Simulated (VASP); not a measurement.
# Sr (P-62m) in VASP: single point with PBE

Aim: the single point of Sr with PBE.

Everything below comes from runs of VASP 6.6.1. Logs are shortened: lines on timing, memory, paths and dates and some standing lists are left out, and cuts for length are marked.

## (1) Starting point

Symmetry: P-62m, No. 189, hexagonal system. Conventional cell: a = 7.066 Å, b = 7.066 Å, c = 3.817 Å, α = 90.00°, β = 90.00°, γ = 120.00°. Sr (site symmetry m2m) has 8 Sr at 3.82 to 4.09 Å as nearest neighbours.

This isn't the form of Sr at room conditions, which is fcc.

## (2) Single point, PBE

INCAR

```
ALGO = Fast
EDIFF = 1E-6
ENCUT = 520
GGA = PE
ISIF = 2
ISMEAR = 1
LASPH = True
LCHARG = True
LELF = True
LREAL = False
LVHAR = True
LWAVE = False
NBANDS = 22
NELM = 100
PREC = Accurate
SIGMA = 0.05
```

KPOINTS

```
k-points
0
Gamma
  4 4 6
```

POSCAR

```
Sr
1.0
    7.0659520000      0.0000000000      0.0000000000
   -3.5329760000      6.1192940000      0.0000000000
    0.0000000000      0.0000000000      3.8166330000
Sr
3
Direct
    0.0000000000      0.6657830000      0.0000000000
    0.3342170000      0.3342170000      0.0000000000
    0.6657830000      0.0000000000      0.0000000000
```

Potentials or basis: VASP PAW PBE potentials, release 64 (Sr_sv).

Started as:

```sh
cat potpaw_PBE.64/Sr_sv/POTCAR > POTCAR
mpirun -np 1 vasp_std > vasp.out
```

OUTCAR:

```text
EDIFF = 1E-6
   ENCUT = 520
   GGA = PE
   ISIF = 2
   ISMEAR = 1
   LASPH = True
   LREAL = False
   NELM = 100
   PREC = Accurate

 ion  position               nearest neighbor table
   1  0.000  0.666  0.000-   2 4.07   2 4.07   3 4.07   3 4.07   3 4.09   2 4.09
   2  0.334  0.334  0.000-   1 4.07   1 4.07   3 4.07   3 4.07   3 4.09   1 4.09
   3  0.666  0.000  0.000-   2 4.07   1 4.07   2 4.07   1 4.07   1 4.09   2 4.09

  LATTYP: Found a hexagonal cell.
 ALAT       =     7.0659520000
 C/A-ratio  =     0.5401442014

  Lattice vectors:

 A1 = (   7.0659520000,   0.0000000000,   0.0000000000)
 A2 = (  -3.5329760000,   6.1192940000,   0.0000000000)
 A3 = (   0.0000000000,   0.0000000000,   3.8166330000)

Analysis of symmetry for initial positions (statically):
=====================================================================
 Subroutine PRICEL returns:
 Original cell was already a primitive cell.

 Routine SETGRP: Setting up the symmetry group for a
 hexagonal supercell.

 Subroutine GETGRP returns: Found 12 space group operations
 (whereof 12 operations were pure point group operations)
 out of a pool of 24 trial point group operations.

The static configuration has the point symmetry D_3h.

Analysis of symmetry for dynamics (positions and initial velocities):
=====================================================================
 Subroutine PRICEL returns:
 Original cell was already a primitive cell.

 Routine SETGRP: Setting up the symmetry group for a
 hexagonal supercell.

 Subroutine GETGRP returns: Found 12 space group operations
 (whereof 12 operations were pure point group operations)
 out of a pool of 24 trial point group operations.

The dynamic configuration has the point symmetry D_3h.

 Subroutine INISYM returns: Found 12 space group operations
 (whereof 12 operations are pure point group operations),
 and found     1 'primitive' translations

----------------------------------------------------------------------------------------

                                     Primitive cell

  volume of cell :     165.0260

  direct lattice vectors                    reciprocal lattice vectors
     7.065952000  0.000000000  0.000000000     0.141523747  0.081708772  0.000000000
    -3.532976000  6.119294000  0.000000000     0.000000000  0.163417545  0.000000000
     0.000000000  0.000000000  3.816633000     0.000000000  0.000000000  0.262011045

  length of vectors
     7.065952000  7.065952057  3.816633000     0.163417546  0.163417545  0.262011045

  position of ions in fractional coordinates (direct lattice)
     0.000000000  0.665783000  0.000000000
     0.334217000  0.334217000  0.000000000
     0.665783000  0.000000000  0.000000000

  ion indices of the primitive-cell ions
   primitive index   ion index
                 1           1
                 2           2
                 3           3

----------------------------------------------------------------------------------------

 KPOINTS: k-points

Automatic generation of k-mesh.
 Grid dimensions read from file:
 generate k-points for:    4    4    6

 Generating k-lattice:

  Cartesian coordinates                     Fractional coordinates (reciprocal lattice)
     0.035380937  0.020427193  0.000000000     0.250000000  0.000000000  0.000000000
     0.000000000  0.040854386  0.000000000     0.000000000  0.250000000  0.000000000
     0.000000000  0.000000000  0.043668507     0.000000000  0.000000000  0.166666667

  Length of vectors
     0.040854386  0.040854386  0.043668507

  Shift w.r.t. Gamma in fractional coordinates (k-lattice)
     0.000000000  0.000000000  0.000000000

 Subroutine IBZKPT returns following result:
 ===========================================

 Found     16 irreducible k-points:

 Following reciprocal coordinates:
            Coordinates               Weight
  0.000000  0.000000  0.000000      1.000000
  0.250000  0.000000  0.000000      6.000000
  0.500000  0.000000  0.000000      3.000000
  0.250000  0.250000  0.000000      6.000000
  0.000000  0.000000  0.166667      2.000000
  0.250000  0.000000  0.166667     12.000000
[... 8 lines left out ...]
  0.500000  0.000000  0.500000      3.000000
  0.250000  0.250000  0.500000      6.000000
   k-points           NKPTS =     16   k-points in BZ     NKDIM =     16   number of bands    NBANDS=     22
   number of dos      NEDOS =    301   number of ions     NIONS =      3
   total plane-waves  NPLWV =  81648
   dimension x,y,z NGX =    54 NGY =   54 NGZ =   28
   dimension x,y,z NGXF=   108 NGYF=  108 NGZF=   56
   ions per type =               3
   NGX,Y,Z   is equivalent  to a cutoff of  12.70, 12.70, 12.20 a.u.
   NGXF,Y,Z  is equivalent  to a cutoff of  25.41, 25.41, 24.39 a.u.
 SYSTEM =  unknown system
   PREC   = accura    normal or accurate (medium, high low for compatibility)
   ISTART =      0    job   : 0-new  1-cont  2-samecut
   ICHARG =      2    charge: 1-file 2-atom 10-const
   ISPIN  =      1    spin polarized calculation?
   LNONCOLLINEAR =      F non collinear calculations
   LSORBIT =      F    spin-orbit coupling
   LASPH  =      T    aspherical Exc in radial PAW
   ENCUT  =  520.0 eV  38.22 Ry    6.18 a.u.  13.14 13.14  7.10*2*pi/ulx,y,z
   NELM   =    100;   NELMIN=  2; NELMDL= -5     # of ELM steps
   EDIFF  = 0.1E-05   stopping-criterion for ELM
   LREAL  =      F    real-space projection
   EDIFFG = 0.1E-04   stopping-criterion for IOM
   NSW    =      0    number of steps for IOM
   IBRION =     -1    ionic relax: 0-MD 1-quasi-New 2-CG
   NFREE  =      0    steps in history (QN), initial steepest desc. (CG)
   ISIF   =      2    stress and relaxation
   ISYM   =      2    0-nonsym 1-usesym 2-fastsym
   POTIM  = 0.5000    time-step for ionic-motion
   TEBEG  =    0.0;   TEEND  =   0.0 temperature during run
   PSTRESS=    0.0 pullay stress
   NELECT =      30.0000    total number of electrons
   NUPDOWN=      -1.0000    fix difference up-down
   EMIN   =  10.00;   EMAX   =-10.00  energy-range for DOS
   EFERMI =   0.00;   METHOD = LEGACY
   ISMEAR =     1;   SIGMA  =   0.05  broadening in eV -4-tet -1-fermi 0-gaus
   EFERMI_NEDOS =   21; number of points for ismear=-14 and -15
   IALGO  =     68    algorithm
   IMIX   =      4    mixing-type and parameters
     AMIX     =   0.40;   BMIX     =  1.00
     AMIX_MAG =   1.60;   BMIX_MAG =  1.00
  volume/ion in A,a.u.               =      55.01       371.22
  Fermi-wavevector in a.u.,A,eV,Ry     =   0.927394  1.752521 11.701831  0.860060
  Thomas-Fermi vector in A             =   2.053459
   LORBIT       =      0    0 simple, 1 ext, 2 COOP (PROOUT), +10 PAW based schemes
   GGA     = PE    functional components
   LHFCALC =     F    Hartree Fock is set to
   AEXX    =    0.0000 exact exchange contribution
   IVDW    =     0    specifies the selected vdW correction
   LEPSILON=     F    determine dielectric tensor
   LRPA    =     F    only Hartree local field effects (RPA)
 non-spin polarized calculation
 RMM-DIIS sequential band-by-band and
 Methfessel and Paxton  Order N= 1 SIGMA  =   0.05
  energy-cutoff  :      520.00
  volume of cell :      165.03
 maximum number of plane-waves:      4466
 NGX is ok and might be reduce to    54
   NGX = 27   NGY = 27   NGZ = 15

 number of electron      30.0000000 magnetization

 Free energy of the ion-electron system (eV)
  ---------------------------------------------------
  ext. energy  EPLUGINS =         0.00000000
  ---------------------------------------------------
  free energy    TOTEN  =        -4.23645974 eV

  energy without entropy =       -4.23768811  energy(sigma->0) =       -4.23686920

 E-fermi :   1.4741     XC(G=0):  -7.3380

 val. band max:        1.4439936230   @ k =   0.2500   0.0000   0.3333
 cond. band min:       1.5064740868   @ k =   0.5000   0.0000   0.1667
 fundamental gap:      0.0624804638
 Fermi energy:         1.4740726708

 k-point     1 :       0.0000    0.0000    0.0000
  band No.  band energies     occupation
      1     -35.2106      2.00000
      2     -35.1913      2.00000
      3     -35.1913      2.00000
      4     -17.2565      2.00000
      5     -17.2543      2.00000
      6     -17.2543      2.00000
[... 14 lines left out ...]
     21       3.8443      0.00000
     22       3.8443      0.00000

 k-point     2 :       0.2500    0.0000    0.0000
  band No.  band energies     occupation
      1     -35.2073      2.00000
      2     -35.1934      2.00000
      3     -35.1924      2.00000
      4     -17.3054      2.00000
      5     -17.2810      2.00000
      6     -17.1913      2.00000
[... 14 lines left out ...]
     21       3.3061      0.00000
     22       4.1589      0.00000

 k-point     3 :       0.5000    0.0000    0.0000
  band No.  band energies     occupation
      1     -35.2000      2.00000
      2     -35.1997      2.00000
      3     -35.1934      2.00000
      4     -17.3251      2.00000
      5     -17.2285      2.00000
      6     -17.2264      2.00000
[... 14 lines left out ...]
     21       2.6629      0.00000
     22       4.7992      0.00000

 k-point     4 :       0.2500    0.2500    0.0000
  band No.  band energies     occupation
      1     -35.2020      2.00000
      2     -35.1957      2.00000
      3     -35.1955      2.00000
      4     -17.2898      2.00000
      5     -17.2883      2.00000
      6     -17.2094      2.00000
[... 14 lines left out ...]
     21       2.6973      0.00000
     22       4.7787      0.00000

 k-point     5 :       0.0000    0.0000    0.1667
  band No.  band energies     occupation
      1     -35.2057      2.00000
      2     -35.1865      2.00000
      3     -35.1865      2.00000
      4     -17.2478      2.00000
      5     -17.2456      2.00000
      6     -17.2456      2.00000
[... 14 lines left out ...]
     21       3.9575      0.00000
     22       3.9579      0.00000

 k-point     6 :       0.2500    0.0000    0.1667
  band No.  band energies     occupation
      1     -35.2024      2.00000
      2     -35.1886      2.00000
      3     -35.1876      2.00000
      4     -17.2960      2.00000
      5     -17.2719      2.00000
      6     -17.1835      2.00000
[... 14 lines left out ...]
     21       3.4399      0.00000
     22       4.1377      0.00000

 k-point     7 :       0.5000    0.0000    0.1667
  band No.  band energies     occupation
      1     -35.1952      2.00000
      2     -35.1949      2.00000
      3     -35.1886      2.00000
      4     -17.3154      2.00000
      5     -17.2202      2.00000
      6     -17.2181      2.00000
[... 14 lines left out ...]
     21       2.9592      0.00000
     22       4.2744      0.00000

 k-point     8 :       0.2500    0.2500    0.1667
  band No.  band energies     occupation
      1     -35.1971      2.00000
      2     -35.1908      2.00000
      3     -35.1907      2.00000
      4     -17.2806      2.00000
      5     -17.2791      2.00000
      6     -17.2014      2.00000
[... 14 lines left out ...]
     21       3.0373      0.00000
     22       4.2955      0.00000

 k-point     9 :       0.0000    0.0000    0.3333
  band No.  band energies     occupation
      1     -35.1957      2.00000
      2     -35.1768      2.00000
      3     -35.1768      2.00000
      4     -17.2696      2.00000
      5     -17.2303      2.00000
      6     -17.2283      2.00000
[... 14 lines left out ...]
     21       3.5620      0.00000
     22       3.5686      0.00000

 k-point    10 :       0.2500    0.0000    0.3333
  band No.  band energies     occupation
      1     -35.1925      2.00000
      2     -35.1789      2.00000
      3     -35.1779      2.00000
      4     -17.2771      2.00000
      5     -17.2626      2.00000
      6     -17.2538      2.00000
[... 14 lines left out ...]
     21       3.7672      0.00000
     22       3.7889      0.00000

 k-point    11 :       0.5000    0.0000    0.3333
  band No.  band energies     occupation
      1     -35.1854      2.00000
      2     -35.1851      2.00000
      3     -35.1789      2.00000
      4     -17.2959      2.00000
      5     -17.2473      2.00000
      6     -17.2468      2.00000
[... 14 lines left out ...]
     21       3.8938      0.00000
     22       4.3218      0.00000

 k-point    12 :       0.2500    0.2500    0.3333
  band No.  band energies     occupation
      1     -35.1873      2.00000
      2     -35.1811      2.00000
      3     -35.1809      2.00000
      4     -17.2623      2.00000
      5     -17.2608      2.00000
      6     -17.2515      2.00000
[... 14 lines left out ...]
     21       3.5431      0.00000
     22       4.0490      0.00000

 k-point    13 :       0.0000    0.0000    0.5000
  band No.  band energies     occupation
      1     -35.1907      2.00000
      2     -35.1719      2.00000
      3     -35.1719      2.00000
      4     -17.3424      2.00000
      5     -17.2971      2.00000
      6     -17.2971      2.00000
[... 14 lines left out ...]
     21       3.2044      0.00000
     22       3.2046      0.00000

 k-point    14 :       0.2500    0.0000    0.5000
  band No.  band energies     occupation
      1     -35.1875      2.00000
      2     -35.1740      2.00000
      3     -35.1731      2.00000
      4     -17.3347      2.00000
      5     -17.3021      2.00000
      6     -17.2998      2.00000
[... 14 lines left out ...]
     21       3.0367      0.00000
     22       3.7436      0.00000

 k-point    15 :       0.5000    0.0000    0.5000
  band No.  band energies     occupation
      1     -35.1805      2.00000
      2     -35.1802      2.00000
      3     -35.1740      2.00000
      4     -17.3175      2.00000
      5     -17.3170      2.00000
      6     -17.3021      2.00000
[... 14 lines left out ...]
     21       3.9296      0.00000
     22       4.0030      0.00000

 k-point    16 :       0.2500    0.2500    0.5000
  band No.  band energies     occupation
      1     -35.1824      2.00000
      2     -35.1762      2.00000
      3     -35.1760      2.00000
      4     -17.3223      2.00000
      5     -17.3073      2.00000
      6     -17.3070      2.00000
[... 14 lines left out ...]
     21       3.5897      0.00000
     22       3.7518      0.00000

------------------------ aborting loop because EDIFF is reached ----------------------------------------

  FORCE on cell =-STRESS in cart. coord.  units (eV):
  Direction    XX          YY          ZZ          XY          YZ          ZX
  --------------------------------------------------------------------------------------
  -------------------------------------------------------------------------------------
  Total       -0.3349008     -0.3349008      0.0125384      0.0000000      0.0000000     -0.0000000
  in kB       -3.2514293     -3.2514294      0.1217305      0.0000000      0.0000000     -0.0000000
  external PRESSURE =      -2.1270427 kB  Pullay stress =       0.0000000 kB

 VOLUME and BASIS-vectors are now :
 -----------------------------------------------------------------------------
  energy-cutoff  :      520.00
  volume of cell :      165.03
      direct lattice vectors                 reciprocal lattice vectors
     7.065952000  0.000000000  0.000000000     0.141523747  0.081708772  0.000000000
    -3.532976000  6.119294000  0.000000000     0.000000000  0.163417545  0.000000000
     0.000000000  0.000000000  3.816633000     0.000000000  0.000000000  0.262011045

 POSITION                                       TOTAL-FORCE (eV/Angst)
 -----------------------------------------------------------------------------------
     -2.35220      4.07412      0.00000        -0.007827      0.013557     -0.000000
      1.18078      2.04517      0.00000        -0.007827     -0.013557      0.000000
      4.70439      0.00000      0.00000         0.015655     -0.000000     -0.000000
 -----------------------------------------------------------------------------------
    total drift:                                0.000000      0.000000     -0.000000

  FREE ENERGIE OF THE ION-ELECTRON SYSTEM (eV)
  ---------------------------------------------------
  free  energy   TOTEN  =        -4.2364597364 eV

  energy  without entropy=       -4.2376881126  energy(sigma->0) =       -4.23686920
```

Wall time 87 s (1 thread of AMD EPYC 7R13 (Zen 3), shared host); peak memory 0.24 GiB.

Results:

```yaml
Free_energy: -4.2365 eV
Pressure: -0.2 GPa
Largest_force: 0.016 eV/Å
Band_gap_on_the_k_mesh: none (metal or under the smearing width)
```

Forces on the atoms (eV/Å):
```
Sr  -0.008  0.014  0.000
Sr  -0.008 -0.014  0.000
Sr   0.016  0.000  0.000
```

Stress tensor (GPa, compression positive):
```
-0.33  0.00  0.00
 0.00 -0.33  0.00
 0.00  0.00  0.01
```
